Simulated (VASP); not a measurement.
# Cu in VASP: further runs, part 2 of 2

VASP 6.6.1. Earlier steps stand in the parts before.

### 4 Single point, PBE

File INCAR:

```
SYSTEM = Cu
PREC     = Accurate       ! precision mode
ENCUT    = 520            ! plane-wave cutoff, eV
EDIFF    = 1E-6           ! SCF threshold, eV
ISMEAR   = 0              ! smearing method
SIGMA    = 0.1            ! smearing width, eV
LREAL    = Auto         
LASPH    = .True.         ! aspherical terms in the spheres
NELM     = 100            ! most SCF steps
ALGO     = Fast           ! electronic algorithm
ISIF     = 2              ! what is computed and relaxed
LWAVE    = .False.        ! write WAVECAR
LCHARG   = .False.        ! write CHGCAR
GGA      = PE             ! functional
NBANDS   = 174            ! bands
```

File KPOINTS:

```
Automatic mesh
0
Gamma
  3 3 1
  0 0 0
```

File POSCAR:

```
Cu
1.0
    7.7003928471      0.0000000000      0.0000000000
    0.0000000000      7.7003928471      0.0000000000
    0.0000000000      0.0000000000     15.6300000000
Cu
28
Direct
    0.0000000000      0.0000000000      0.3838771593
    0.3333333832      0.0000000000      0.3838771593
    0.6666666366      0.0000000000      0.3838771593
    0.0000000000      0.3333333832      0.3838771593
    0.3333333832      0.3333333832      0.3838771593
    0.6666666366      0.3333333832      0.3838771593
    0.0000000000      0.6666666366      0.3838771593
    0.3333333832      0.6666666366      0.3838771593
    0.6666666366      0.6666666366      0.3838771593
    0.1678715652      0.1666685097      0.4964303903
    0.5000235802      0.1666785092      0.4963409469
    0.8321846855      0.1666709771      0.4964056302
    0.1674278216      0.4992134916      0.4964294946
    0.5000074771      0.4988377965      0.4964117083
    0.8325977813      0.4992729691      0.4963841331
    0.1674506776      0.8341257553      0.4964501599
    0.5000050097      0.8345237870      0.4964241203
    0.8325657051      0.8340756280      0.4964075496
    0.0000111683      0.0008371001      0.6090744082
    0.3305672906     -0.0027641447      0.6116732566
    0.6695061021     -0.0028473872      0.6116151631
    0.0000207782      0.3325236843      0.6090614203
    0.3305311885      0.3361285653      0.6116454894
    0.6695638914      0.3362336249      0.6115818938
    0.0000375306      0.6666854668      0.6077195777
    0.3341845086      0.6666698832      0.6090810621
    0.6658703136      0.6666793632      0.6090552143
    0.5002499322      0.1667898022      0.7116486244
```

Potentials or basis: VASP PAW PBE potentials, release 64 (Cu).

Run with:

```bash
$ cat potpaw_PBE.64/Cu/POTCAR > POTCAR
$ mpirun -np 1 vasp_std > vasp.out
```

OUTCAR:

```text
SYSTEM = Cu
   PREC = Accurate
   ENCUT = 520
   EDIFF = 1E-6
   ISMEAR = 0
   LREAL = Auto
   LASPH = .True.
   NELM = 100
   ISIF = 2
   GGA = PE

 ion  position               nearest neighbor table
   1  0.000  0.000  0.384-  18 2.53  16 2.53  12 2.53  10 2.53   3 2.57   7 2.57   4 2.57   2 2.57

   2  0.333  0.000  0.384-  16 2.52  17 2.52  10 2.52  11 2.53   3 2.57   8 2.57   5 2.57   1 2.57

   3  0.667  0.000  0.384-  18 2.52  12 2.52  17 2.52  11 2.53   2 2.57   1 2.57   9 2.57   6 2.57
[... 45 lines left out ...]
  26  0.334  0.667  0.609-  17 2.53  14 2.53  16 2.53  13 2.53  23 2.55  20 2.55  27 2.55  25 2.57

  27  0.666  0.667  0.609-  17 2.53  14 2.53  18 2.53  15 2.53  24 2.55  21 2.55  26 2.55  25 2.57
[... 1082 lines left out ...]
  in kB      -12.9854231    -12.9855239      0.7921866     -0.0008298     -0.0098696     -0.0199448
  external PRESSURE =      -8.3929202 kB  Pullay stress =       0.0000000 kB

 VOLUME and BASIS-vectors are now :
 -----------------------------------------------------------------------------
  energy-cutoff  :      520.00
  volume of cell :      926.80
      direct lattice vectors                 reciprocal lattice vectors
     7.700392847  0.000000000  0.000000000     0.129863504  0.000000000  0.000000000
     0.000000000  7.700392847  0.000000000     0.000000000  0.129863504  0.000000000
     0.000000000  0.000000000 15.630000000     0.000000000  0.000000000  0.063979527

 POSITION                                       TOTAL-FORCE (eV/Angst)
 -----------------------------------------------------------------------------------
      0.00000      0.00000      6.00000         0.000839     -0.002452     -0.037774
      2.56680      0.00000      6.00000        -0.014395     -0.014412      0.000397
      5.13359      0.00000      6.00000         0.014271     -0.014201     -0.000269
      0.00000      2.56680      6.00000         0.000884      0.001795     -0.038738
      2.56680      2.56680      6.00000        -0.014276      0.014340      0.000063
      5.13359      2.56680      6.00000         0.014190      0.014157     -0.000576
[... 20 lines left out ...]
      5.12746      5.13369      9.51953         0.000037     -0.000093      0.021048
      3.85212      1.28435     11.12307        -0.001928     -0.000936      0.040863
 -----------------------------------------------------------------------------------
    total drift:                                0.000488      0.000235      0.006924

  FREE ENERGIE OF THE ION-ELECTRON SYSTEM (eV)
  ---------------------------------------------------
  free  energy   TOTEN  =       -93.2103059809 eV

  energy  without entropy=      -93.1842592374  energy(sigma->0) =      -93.19728261
```

stdout:

```text
POSCAR found type information on POSCAR Cu
 POSCAR found :  1 types and      28 ions
 scaLAPACK will be used
 LDA part: xc-table for (Slater+PW92), standard interpolation
 POSCAR, INCAR and KPOINTS ok, starting setup
 FFT: planning ... GRIDC
 FFT: planning ... GRID_SOFT
 FFT: planning ... GRID
 WAVECAR not read
 entering main loop
```

It took 26 min on 1 thread of Intel Xeon Platinum 8559C (Emerald Rapids), shared host; peak memory 1.1 GiB.

What came out:

| Item | Value |
| --- | --- |
| Free energy | -93.2103 eV |
| Largest force | 0.041 eV/Å |
| Band gap on the k mesh | none (metal or under the smearing width) |

Forces in eV/Å, atoms in the order of the input:
```
Cu   0.001 -0.002 -0.038
Cu  -0.014 -0.014  0.000
Cu   0.014 -0.014  0.000
Cu   0.001  0.002 -0.039
Cu  -0.014  0.014  0.000
Cu   0.014  0.014 -0.001
Cu   0.002  0.001  0.001
Cu  -0.003  0.000 -0.037
Cu   0.001  0.000 -0.039
Cu   0.006 -0.001 -0.007
Cu  -0.001  0.000  0.004
Cu  -0.006  0.000 -0.005
Cu   0.002  0.001 -0.005
Cu  -0.001 -0.006 -0.006
Cu   0.000 -0.001 -0.002
Cu   0.001  0.000 -0.006
Cu  -0.001  0.006 -0.006
Cu   0.001  0.002 -0.004
Cu   0.000  0.000  0.020
Cu  -0.012 -0.013  0.010
Cu   0.013 -0.011  0.011
Cu   0.000  0.000  0.021
Cu  -0.011  0.013  0.010
Cu   0.011  0.010  0.012
Cu  -0.001 -0.001  0.024
Cu   0.000  0.000  0.020
Cu   0.000  0.000  0.021
Cu  -0.002 -0.001  0.041
```

Levels at points of the mesh, in eV from the Fermi level:
| k point | band 152 | band 153 | band 154 | band 155 | band 156 | band 157 | band 158 | band 159 |
| --- | --- | --- | --- | --- | --- | --- | --- | --- |
| (0.00, 0.00, 0.00) | -0.91 | -0.88 | -0.85 | -0.85 | 0.45 | 1.02 | 1.02 | 1.18 |
